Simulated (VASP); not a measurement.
CuCl (Nantokite):

```
Cu Cl
1.0
     0.00000    2.64977    2.64977
     2.64977    0.00000    2.64977
     2.64977    2.64977    0.00000
Cu Cl
1 1
Direct
  0.00000 0.00000 0.00000
  0.25000 0.25000 0.25000
```

Base run:

| Quantity | Value |
| --- | --- |
| Program | VASP 6.6.1 |
| Functional | PBE0 |
| Potentials or basis | VASP PAW PBE potentials, release 64 (Cu, Cl) |
| Cutoff | 520 eV |
| k mesh | 8 × 8 × 8 |
| Occupations | gaussian, width 0.03 eV |
| Spin | no spin polarisation |

Its results: band gap on the k mesh 3.13 eV, direct; pressure 4.4 GPa.

Task: The run is repeated on the same cell with these changes: functional from PBE0 to PBE; further incar settings from ALGO = Normal; EDIFF = 1e-07; NBANDS = 16 to ALGO = Fast; EDIFF = 1e-07; NBANDS = 16. What comes out?

Result: Band gap on the k mesh 0.67 eV, direct; pressure 4.2 GPa.

Caveats: the PAW data sets were made with another functional, which shifts forces and pressure a little (some runs).
